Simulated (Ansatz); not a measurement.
# NbC (Niobocarbide): the cost of one run

The runs shown are made with Ansatz 0.2.0. PAW datasets, plane waves, zero pressure. (Simulation; spin polarisation is off.)

1 further run of the same task is left out (set aside as unsound or not needed).

## 1. Starting point

It is cubic, Fm-3m (No. 225); conventional cell a = 4.469 Å, 11.16 Å³ an atom. Around Nb lie 6 C at 2.23 Å; around C lie 6 Nb at 2.23 Å.

As a file:

Space group Fm-3m (No. 225). a = 4.469 Å, b = 4.469 Å, c = 4.469 Å, α = 90.00°, β = 90.00°, γ = 90.00°
| atom | site | symmetry | x | y | z |
| --- | --- | --- | --- | --- | --- |
| Nb | 4a | m-3m | 0.0000 | 0.0000 | 0.0000 |
| C | 4b | m-3m | 0.5000 | 0.0000 | 0.0000 |

## 2. Relaxation with PBE

Contents of input.yaml:

```yaml
crystal:
  lattice:
    - [0.0, 2.23455, 2.23455]
    - [2.23455, 0.0, 2.23455]
    - [2.23455, 2.23455, 0.0]
  atoms:
    - { symbol: Nb, position: [0.0, 0.0, 0.0] }
    - { symbol: C, position: [0.5, 0.5, 0.5] }
kpoints:
  mp_grid: { grid: [8, 8, 8] }
hamiltonian:
  xc: pbe
scf:
  occupations: { method: fermi_dirac, width: 0.02 }
relax:
  f_tol: 0.005
  cell: {}
```

Command:

```console
> ansatz run input.yaml --threads 1 --pin off --max-ram 2304MiB --backend cpu --events-out ev --progress --plain --runs-dir out
```

What time and memory should one allow on 1 thread of Arm Neoverse V1, shared host?

About 3.1 s, with a peak of 0.28 GiB.
